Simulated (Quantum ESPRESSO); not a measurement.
# GaN (F-43m) in Quantum ESPRESSO: a series of runs

One crystal, GaN, is run at these levels: LDA, PBE; tasks: phonons.

Program: Quantum ESPRESSO 7.5. These are calculated values, not measurements. Logs are shortened: lines on timing, memory, paths and dates and some standing lists are left out, and cuts for length are marked.

## 1. The crystal as given

It takes space group F-43m (No. 216, cubic). Conventional cell: a = 4.507 Å, b = 4.507 Å, c = 4.507 Å, α = 90.00°, β = 90.00°, γ = 90.00°. Ga (site symmetry -43m) has 4 N at 1.95 Å as nearest neighbours. N (site symmetry -43m) has 4 Ga at 1.95 Å as nearest neighbours.

The cell is a database's computed one.

## 2. Phonons, LDA

File pw.in:

```
&CONTROL
  calculation = 'scf'
  prefix = 'pwscf'
  outdir = './tmp'
  pseudo_dir = './pseudo'
  tprnfor = .true.
  tstress = .true.
  disk_io = 'low'
/
&SYSTEM
  ibrav = 0
  A = 3.18693112
  nat = 2
  ntyp = 2
  ecutwfc = 56
  ecutrho = 448
  nbnd = 19
  occupations = 'smearing'
  smearing = 'fd'
  degauss = 0.00367493
/
&ELECTRONS
  conv_thr = 4d-10
  electron_maxstep = 120
  mixing_beta = 0.5
/
ATOMIC_SPECIES
Ga    69.7230 ga_lda_v1.4.uspp.F.UPF
N     14.0070 n_lda_v1.2.uspp.F.UPF
CELL_PARAMETERS alat
   0.0000000000    0.7071067816    0.7071067816
   0.7071067816    0.0000000000    0.7071067816
   0.7071067816    0.7071067816    0.0000000000
ATOMIC_POSITIONS alat
Ga     0.0000000000    0.0000000000    0.0000000000
N      0.3535533908    0.3535533908    0.3535533908
K_POINTS automatic
4 4 4 1 1 1
```

File relax.in:

```
&CONTROL
  calculation = 'vc-relax'
  prefix = 'pwscf'
  outdir = './tmp'
  pseudo_dir = './pseudo'
  tprnfor = .true.
  tstress = .true.
  disk_io = 'low'
  nstep = 40
  forc_conv_thr = 0.0001
  etot_conv_thr = 1d-06
/
&SYSTEM
  ibrav = 0
  A = 3.18693112
  nat = 2
  ntyp = 2
  ecutwfc = 56
  ecutrho = 448
  nbnd = 19
  occupations = 'smearing'
  smearing = 'fd'
  degauss = 0.00367493
/
&ELECTRONS
  conv_thr = 4d-10
  electron_maxstep = 120
  mixing_beta = 0.5
/
&IONS
  ion_dynamics = 'bfgs'
/
&CELL
  cell_dynamics = 'bfgs'
  press = 0
  press_conv_thr = 0.2
/
ATOMIC_SPECIES
Ga    69.7230 ga_lda_v1.4.uspp.F.UPF
N     14.0070 n_lda_v1.2.uspp.F.UPF
CELL_PARAMETERS alat
   0.0000000000    0.7071067816    0.7071067816
   0.7071067816    0.0000000000    0.7071067816
   0.7071067816    0.7071067816    0.0000000000
ATOMIC_POSITIONS alat
Ga     0.0000000000    0.0000000000    0.0000000000
N      0.3535533908    0.3535533908    0.3535533908
K_POINTS automatic
4 4 4 1 1 1
```

File scf2.in:

```
&CONTROL
  calculation = 'scf'
  prefix = 'pwscf'
  outdir = './tmp'
  pseudo_dir = './pseudo'
  tprnfor = .true.
  tstress = .true.
  disk_io = 'low'
/
&SYSTEM
  ibrav = 0
  A = 3.15462249
  nat = 2
  ntyp = 2
  ecutwfc = 56
  ecutrho = 448
  nbnd = 19
  occupations = 'fixed'
/
&ELECTRONS
  conv_thr = 1d-13
  electron_maxstep = 120
  mixing_beta = 0.5
  startingpot = 'file'
  startingwfc = 'file'
/
ATOMIC_SPECIES
Ga    69.7230 ga_lda_v1.4.uspp.F.UPF
N     14.0070 n_lda_v1.2.uspp.F.UPF
CELL_PARAMETERS alat
   0.0000000000    0.7071067823    0.7071067823
   0.7071067823    0.0000000000    0.7071067823
   0.7071067823    0.7071067823    0.0000000000
ATOMIC_POSITIONS alat
Ga     0.0000000000    0.0000000000    0.0000000000
N      0.3535533911    0.3535533911    0.3535533911
K_POINTS automatic
4 4 4 1 1 1
```

File ph.in:

```
phonons of GaN
&INPUTPH
  prefix = 'pwscf'
  outdir = './tmp'
  tr2_ph = 1d-18
  fildyn = 'dyn'
  niter_ph = 90
  alpha_mix(1) = 0.7
  epsil = .true.
/
0.0000000000 0.0000000000 0.0000000000
```

File dynmat.in:

```
&INPUT
  fildyn = 'dyn'
  asr = 'crystal'
  lperm = .true.
  filout = 'dynmat.disp'
  fileig = 'dynmat.eig'
/
```

File dynmat_lo.in:

```
&INPUT
  fildyn = 'dyn'
  asr = 'crystal'
  filout = 'dynmat_lo.disp'
  fileig = 'dynmat_lo.eig'
  q(1) = 0
  q(2) = 0
  q(3) = 1
/
```

Potentials or basis: GBRV 1.5 LDA.

Command:

```console
OMP_NUM_THREADS=1 pw.x -in pw.in > pw.out
OMP_NUM_THREADS=1 pw.x -in relax.in > relax.out
OMP_NUM_THREADS=1 pw.x -in scf2.in > scf2.out
OMP_NUM_THREADS=1 ph.x -in ph.in > ph.out
OMP_NUM_THREADS=1 dynmat.x -in dynmat.in > dynmat.out
OMP_NUM_THREADS=1 dynmat.x -in dynmat_lo.in > dynmat_lo.out
```

pw.out:

```text
This program is part of the open-source Quantum ESPRESSO suite
     for quantum simulation of materials; please cite
         "P. Giannozzi et al., J. Phys.:Condens. Matter 21 395502 (2009);
         "P. Giannozzi et al., J. Phys.:Condens. Matter 29 465901 (2017);
         "P. Giannozzi et al., J. Chem. Phys. 152 154105 (2020);
     in publications or presentations arising from this work. More details at

     Message from routine setup:
     using ibrav=0 with symmetry is DISCOURAGED, use correct ibrav instead

     G-vector sticks info
     --------------------
     sticks:   dense  smooth     PW     G-vecs:    dense   smooth      PW
     Sum        1123     559    169                24693     8801    1471

     Using Slab Decomposition

     bravais-lattice index     =            0
     lattice parameter (alat)  =       6.0224  a.u.
     unit-cell volume          =     154.4542 (a.u.)^3
     number of atoms/cell      =            2
     number of atomic types    =            2
     number of electrons       =        24.00
     number of Kohn-Sham states=           19
     kinetic-energy cutoff     =      56.0000  Ry
     charge density cutoff     =     448.0000  Ry
     scf convergence threshold =      4.0E-10
     mixing beta               =       0.5000
     number of iterations used =            8  plain     mixing
     Exchange-correlation= SLA  PZ   NOGX NOGC
                           (   1   1   0   0   0   0   0)

     celldm(1)=   6.022427  celldm(2)=   0.000000  celldm(3)=   0.000000
     celldm(4)=   0.000000  celldm(5)=   0.000000  celldm(6)=   0.000000

     crystal axes: (cart. coord. in units of alat)
               a(1) = (   0.000000   0.707107   0.707107 )
               a(2) = (   0.707107   0.000000   0.707107 )
               a(3) = (   0.707107   0.707107   0.000000 )

     reciprocal axes: (cart. coord. in units 2 pi/alat)
               b(1) = ( -0.707107  0.707107  0.707107 )
               b(2) = (  0.707107 -0.707107  0.707107 )
               b(3) = (  0.707107  0.707107 -0.707107 )

     PseudoPot. # 1 for Ga read from file:
     ga_lda_v1.4.uspp.F.UPF
     Pseudo is Ultrasoft + core correction, Zval = 19.0
     Generated by new atomic code, or converted to UPF format
     Using radial grid of  871 points,  6 beta functions with:
                l(1) =   0
                l(2) =   0
                l(3) =   1
                l(4) =   1
                l(5) =   2
                l(6) =   2
     Q(r) pseudized with  8 coefficients,  rinner =    1.250   1.250   1.250
                                                       1.250   1.250

     PseudoPot. # 2 for N  read from file:
     n_lda_v1.2.uspp.F.UPF
     Pseudo is Ultrasoft + core correction, Zval =  5.0
     Generated by new atomic code, or converted to UPF format
     Using radial grid of  729 points,  4 beta functions with:
                l(1) =   0
                l(2) =   0
                l(3) =   1
                l(4) =   1
     Q(r) pseudized with  8 coefficients,  rinner =    0.900   0.900   0.900

     atomic species   valence    mass     pseudopotential
     Ga               19.00    69.72300     Ga( 1.00)
     N                 5.00    14.00700     N ( 1.00)

     24 Sym. Ops. (no inversion) found

   Cartesian axes

     site n.     atom                  positions (alat units)
         1        Ga     tau(   1) = (   0.0000000   0.0000000   0.0000000  )
         2        N      tau(   2) = (   0.3535534   0.3535534   0.3535534  )

     number of k points=    10  Fermi-Dirac smearing, width (Ry)=  0.0037
                       cart. coord. in units 2pi/alat
        k(    1) = (   0.0883883   0.0883883   0.0883883), wk =   0.0625000
        k(    2) = (   0.2651650   0.2651650  -0.0883883), wk =   0.1875000
        k(    3) = (  -0.2651650  -0.2651650   0.4419417), wk =   0.1875000
        k(    4) = (  -0.0883883  -0.0883883   0.2651650), wk =   0.1875000
        k(    5) = (   0.4419417   0.0883883   0.0883883), wk =   0.1875000
        k(    6) = (  -0.0883883  -0.4419417   0.6187184), wk =   0.3750000
        k(    7) = (   0.0883883  -0.2651650   0.4419417), wk =   0.3750000
        k(    8) = (  -0.6187184   0.0883883   0.0883883), wk =   0.1875000
        k(    9) = (   0.2651650   0.2651650   0.2651650), wk =   0.0625000
        k(   10) = (  -0.2651650  -0.2651650   0.7954951), wk =   0.1875000

     Dense  grid:    24693 G-vectors     FFT dimensions: (  45,  45,  45)

     Smooth grid:     8801 G-vectors     FFT dimensions: (  30,  30,  30)

     Check: negative core charge=   -0.000001

     Initial potential from superposition of free atoms

     starting charge      23.0000, renormalised to      24.0000
     Starting wfcs are   16 randomized atomic wfcs +    3 random wfcs

     Self-consistent Calculation

     iteration #  1     ecut=    56.00 Ry     beta= 0.50
     Davidson diagonalization with overlap
     ethr =  1.00E-02,  avg # of iterations =  5.4

     total energy              =    -432.50093778 Ry
     estimated scf accuracy    <       5.71089297 Ry

     iteration #  2     ecut=    56.00 Ry     beta= 0.50
     Davidson diagonalization with overlap
     ethr =  1.00E-02,  avg # of iterations =  2.0

     total energy              =    -434.98608672 Ry
     estimated scf accuracy    <       1.84096786 Ry

     iteration #  3     ecut=    56.00 Ry     beta= 0.50
     Davidson diagonalization with overlap
     ethr =  7.67E-03,  avg # of iterations =  1.6

     total energy              =    -435.21672513 Ry
     estimated scf accuracy    <       0.10242967 Ry

     iteration #  4     ecut=    56.00 Ry     beta= 0.50
     Davidson diagonalization with overlap
     ethr =  4.27E-04,  avg # of iterations =  1.4

     total energy              =    -435.20826681 Ry
     estimated scf accuracy    <       0.02423444 Ry

     iteration #  5     ecut=    56.00 Ry     beta= 0.50
     Davidson diagonalization with overlap
     ethr =  1.01E-04,  avg # of iterations =  2.0

     total energy              =    -435.21538040 Ry
     estimated scf accuracy    <       0.00220788 Ry

     iteration #  6     ecut=    56.00 Ry     beta= 0.50
     Davidson diagonalization with overlap
     ethr =  9.20E-06,  avg # of iterations =  2.8

     total energy              =    -435.21589108 Ry
     estimated scf accuracy    <       0.00000401 Ry

     iteration #  7     ecut=    56.00 Ry     beta= 0.50
     Davidson diagonalization with overlap
     ethr =  1.67E-08,  avg # of iterations =  4.8

     total energy              =    -435.21590961 Ry
     estimated scf accuracy    <       0.00000204 Ry

     iteration #  8     ecut=    56.00 Ry     beta= 0.50
     Davidson diagonalization with overlap
     ethr =  8.52E-09,  avg # of iterations =  2.0

     total energy              =    -435.21591011 Ry
     estimated scf accuracy    <       0.00000004 Ry

     iteration #  9     ecut=    56.00 Ry     beta= 0.50
     Davidson diagonalization with overlap
     ethr =  1.53E-10,  avg # of iterations =  3.7

     total energy              =    -435.21591013 Ry
     estimated scf accuracy    <          4.7E-09 Ry

     iteration # 10     ecut=    56.00 Ry     beta= 0.50
     Davidson diagonalization with overlap
     ethr =  1.94E-11,  avg # of iterations =  2.0

     End of self-consistent calculation

          k = 0.0884 0.0884 0.0884 (  1085 PWs)   bands (ev):

   -81.8587 -81.8585 -81.8585  -5.1690  -3.0164  -3.0164  -2.9710  -2.7155
    -2.7155   8.9488  10.3037  10.3037  13.3319  19.8725  20.8249  20.8249
    27.5139  27.5223  27.5223

          k = 0.2652 0.2652-0.0884 (  1094 PWs)   bands (ev):

   -81.8593 -81.8588 -81.8586  -4.6117  -2.9521  -2.9468  -2.7278  -2.7150
    -2.2952   5.8536   8.6977   9.8903  15.4402  18.7775  20.2179  21.2766
    26.0614  27.0966  29.6061

          k =-0.2652-0.2652 0.4419 (  1097 PWs)   bands (ev):

   -81.8598 -81.8588 -81.8587  -4.4279  -2.9455  -2.9161  -2.7091  -2.6653
    -1.3042   3.6870   8.6431   9.1874  15.8075  18.2288  20.6043  21.2158
    26.4341  28.9520  30.2438

          k =-0.0884-0.0884 0.2652 (  1089 PWs)   bands (ev):

   -81.8590 -81.8586 -81.8586  -4.8108  -2.9702  -2.9518  -2.8156  -2.6903
    -2.6574   7.2945   9.5288   9.6194  14.7418  18.6313  20.9499  21.5105
    24.1724  29.0836  29.3330

          k = 0.4419 0.0884 0.0884 (  1081 PWs)   bands (ev):

   -81.8595 -81.8589 -81.8588  -4.4524  -2.9019  -2.8478  -2.8290  -2.6596
    -1.9544   5.7373   8.2481   8.5696  15.2389  17.6208  20.7852  22.6643
    23.6930  31.8351  31.9921

          k =-0.0884-0.4419 0.6187 (  1094 PWs)   bands (ev):

   -81.8596 -81.8593 -81.8590  -4.3180  -2.9072  -2.8409  -2.7414  -2.6807
    -0.7672   4.5279   6.5606   7.8090  16.1139  18.2454  20.6008  22.3552
    24.9582  30.0774  33.3916

          k = 0.0884-0.2652 0.4419 (  1090 PWs)   bands (ev):

   -81.8596 -81.8590 -81.8588  -4.4117  -2.9272  -2.8812  -2.7623  -2.6792
    -1.5107   4.7772   7.5909   8.9254  16.5114  17.8473  19.9258  22.0936
    25.4257  29.4453  31.3867

          k =-0.6187 0.0884 0.0884 (  1098 PWs)   bands (ev):

   -81.8597 -81.8591 -81.8590  -4.3189  -2.9310  -2.7688  -2.7587  -2.6473
    -0.9823   4.5478   7.2245   7.9577  14.4505  17.4260  21.5966  23.7213
    23.9035  32.6472  33.4689

          k = 0.2652 0.2652 0.2652 (  1095 PWs)   bands (ev):

   -81.8597 -81.8587 -81.8587  -4.5310  -2.9529  -2.9529  -2.6835  -2.6835
    -1.9090   4.4049   9.6132   9.6132  14.9351  18.9781  20.8369  20.8369
    25.8086  28.5227  28.5227

          k =-0.2652-0.2652 0.7955 (  1102 PWs)   bands (ev):

   -81.8596 -81.8592 -81.8588  -4.3569  -2.9325  -2.8473  -2.7436  -2.6945
    -0.9849   4.2439   6.7662   8.8729  16.5047  17.8287  20.5279  22.1298
    25.8214  28.7879  31.8316

     the Fermi energy is    12.1573 ev

!    total energy              =    -435.21591013 Ry
     estimated scf accuracy    <          7.1E-11 Ry
     smearing contrib. (-TS)   =      -0.00000000 Ry
     internal energy E=F+TS    =    -435.21591013 Ry

     The total energy is F=E-TS. E is the sum of the following terms:
     one-electron contribution =    -337.29218160 Ry
     hartree contribution      =     180.95802905 Ry
     xc contribution           =     -53.20075959 Ry
     ewald contribution        =    -225.68099800 Ry

     convergence has been achieved in  10 iterations

     Forces acting on atoms (cartesian axes, Ry/au):

     atom    1 type  1   force =     0.00000000    0.00000000    0.00000000
     atom    2 type  2   force =     0.00000000    0.00000000    0.00000000

     Total force =     0.000000     Total SCF correction =     0.000000

     Computing stress (Cartesian axis) and pressure

          total   stress  (Ry/bohr**3)                   (kbar)     P=      -57.25
  -0.00038914  -0.00000000  -0.00000000          -57.25       -0.00       -0.00
  -0.00000000  -0.00038914   0.00000000           -0.00      -57.25        0.00
  -0.00000000   0.00000000  -0.00038914           -0.00        0.00      -57.25

=------------------------------------------------------------------------------=
   JOB DONE.
=------------------------------------------------------------------------------=
```

It took 4.7 min on 1 thread of Intel Xeon at 2.50GHz (Skylake/Cascade Lake), shared host; peak memory 0.14 GiB.

Results:

* Free energy: -5921.4259 eV
* Relaxed volume: 11.10 Å³/atom
* Relaxed cell: a = 3.155 Å, b = 3.155 Å, c = 3.155 Å, α = 60.00°, β = 60.00°, γ = 60.00°
* Space group after relaxing (to 0.05 Å): F-43m (No. 216)
* Pressure after relaxing: 0.0 GPa
* Electronic dielectric tensor (diagonal): 5.77
* Born charges (mean of the diagonal): Ga +2.64; N -2.65 e
* Highest phonon frequency at Γ, LO-TO splitting left out: 552 cm⁻¹
* Static dielectric tensor (diagonal): 10.14

Step by step:
| step | energy change (eV) | largest force (eV/Å) | pressure (GPa) | volume (Å³) |
| --- | --- | --- | --- | --- |
| 1 | 0.0000 | 0.0000 | -5.72 | 22.89 |
| 2 | -0.0126 | 0.0000 | -0.27 | 22.23 |
| 3 | -0.0126 | 0.0000 | 0.04 | 22.19 |
| 4 | -0.0126 | 0.0000 | 0.00 | 22.20 |

Final structure:
```
Ga N
1.0
     0.00000    2.23065    2.23065
     2.23065    0.00000    2.23065
     2.23065    2.23065    0.00000
Ga N
1 1
Direct
  0.00000 0.00000 0.00000
  0.25000 0.25000 0.25000
```

Phonon frequencies in cm⁻¹ (negative: imaginary):
```tsv
q point	frequencies
(0.000, 0.000, 0.000)	-9 -9 -9 552 552 552
```

Electronic dielectric tensor:
```
5.77 0.00 0.00
0.00 5.77 0.00
0.00 0.00 5.77
```

Born effective charge tensors (e):
atom 1, Ga
```
2.64 0.00 0.00
0.00 2.64 0.00
0.00 0.00 2.64
```
atom 2, N
```
-2.65  0.00  0.00
 0.00 -2.65  0.00
 0.00  0.00 -2.65
```

Optical modes at Γ, degenerate ones joined, polar ones without the macroscopic field:
```tsv
cm⁻¹	components	symmetry	active in	IR intensity, summed ((D/Å)²/amu)
552	3	T2	IR and Raman	41.48
```

Zone-centre frequencies without and with the macroscopic field along z (cm⁻¹):
|  | optical modes in rising order |
| --- | --- |
| without | 552 552 552 |
| with the field | 552 552 731 |

Static dielectric tensor, electrons and zone-centre modes:
```
10.14  0.00  0.00
 0.00 10.14  0.00
 0.00  0.00 10.14
```

Caveat: the k mesh is coarse (spacing up to 0.60 Å⁻¹), so the values aren't converged.

[end of part 1 of 2]
